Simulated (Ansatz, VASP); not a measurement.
## Mo: programs and potentials compared

The starting cell:

```
Mo
1.0
    -1.58381    1.58381    1.58381
     1.58381   -1.58381    1.58381
     1.58381    1.58381   -1.58381
Mo
1
Direct
  0.00000 0.00000 0.00000
```

Alike in all runs: task relaxation of cell and atoms; functional revPBE; dispersion D3(BJ); k mesh 12 × 12 × 12; occupations fermi-dirac, width 0.05 eV; no spin polarisation; no spin-orbit coupling.

```tsv
program and potentials	plane-wave cutoff (eV)	notes	equilibrium volume (Å³/atom)
Ansatz, Ansatz PAW	420	potentials made for PBE, which Ansatz adapts in part	15.09
Ansatz, all-electron LAPW, scalar-relativistic	-	-	15.09
VASP, PBE PAW files Mo_sv, 600 eV	600	potentials made for PBE	15.12
```

The equilibrium volume spans 15.09 (Ansatz, all-electron LAPW, scalar-relativistic) to 15.12 Å³/atom (VASP, PBE PAW files Mo_sv, 600 eV), with all-electron results at 15.09. Some sets were made for another functional than the one run, which can shift their rows. Relaxations stop with a little pressure left, so the last digit of a volume isn't settled.

The functional is the same throughout but for its coding, so the spread measures potentials, basis and numerics; runs on potential files found faulty are left out.
